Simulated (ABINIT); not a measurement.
Wanted: the native input for an ABINIT 10.8.3 (patched build) run.

| Item | Value |
| --- | --- |
| Task | equation of state |
| Functional | PBE |
| Potentials or basis | SPMS NC PBE v1.0 |
| Cutoff | 925 eV |
| k mesh | 10 × 10 × 10 |
| Occupations | fermi-dirac, width 0.05 eV |
| Spin | no spin polarisation |

The system is BAs.

```
As B
1.0
     0.00000    2.38850    2.38850
     2.38850    0.00000    2.38850
     2.38850    2.38850    0.00000
As B
1 1
Cartesian
  3.5827 3.5827 3.5827
  0.0000 0.0000 0.0000
```

These files were run (other wordings do the same):

run.abi

```
# Datasets: one volume each
ndtset 7
getwfk -1
scalecart1 3*0.9795861087
scalecart2 3*0.9864848297
scalecart3 3*0.9932883884
scalecart4 3*1.0000000000
scalecart5 3*1.0066227096
scalecart6 3*1.0131594038
scalecart7 3*1.0196128224

# Pseudopotentials
pp_dirpath "./"
pseudos "33_As_15_1.8_2.1_pbe_n_v1.0.psp8, 05_B_3_1.5_1.7_pbe_n_v1.0.psp8"

# Structure
acell 3.3778490937 3.3778490937 3.3778490937 Angstrom
rprim
     0.0000000000     0.7071067812     0.7071067812
     0.7071067812     0.0000000000     0.7071067812
     0.7071067812     0.7071067812     0.0000000000
ntypat 2
znucl 33 5
natom 2
typat 1 2
xred
     0.7500000000     0.7500000000     0.7500000000
     0.0000000000     0.0000000000     0.0000000000

# Plane-wave basis
ecut 925.187132 eV

# k points
kptopt 1
ngkpt 10 10 10
nshiftk 1
shiftk 0.0 0.0 0.0

# Exchange and correlation
ixc 11

# Bands and occupations
nband 13
occopt 3
tsmear 0.00183747

# SCF cycle
nstep 100
tolvrs 1.0e-10

# Output
iomode 3
prtwf 1
prtden 0
prteig 0
prtebands 0
```

Potentials or basis: SPMS NC PBE v1.0.

Run with:

```sh
$ abinit run.abi > log 2>&1
```

It gave:

| Item | Value |
| --- | --- |
| Equilibrium volume | 13.90 Å³/atom |
| Bulk modulus | 131 GPa |
| Pressure derivative of the bulk modulus | 4.1 |

Caveat: pressures at fixed basis lie under the slope of the energies.

It took 2.8 min on 1 thread of Arm Neoverse V2, with other jobs on the host, peak memory 0.11 GiB.
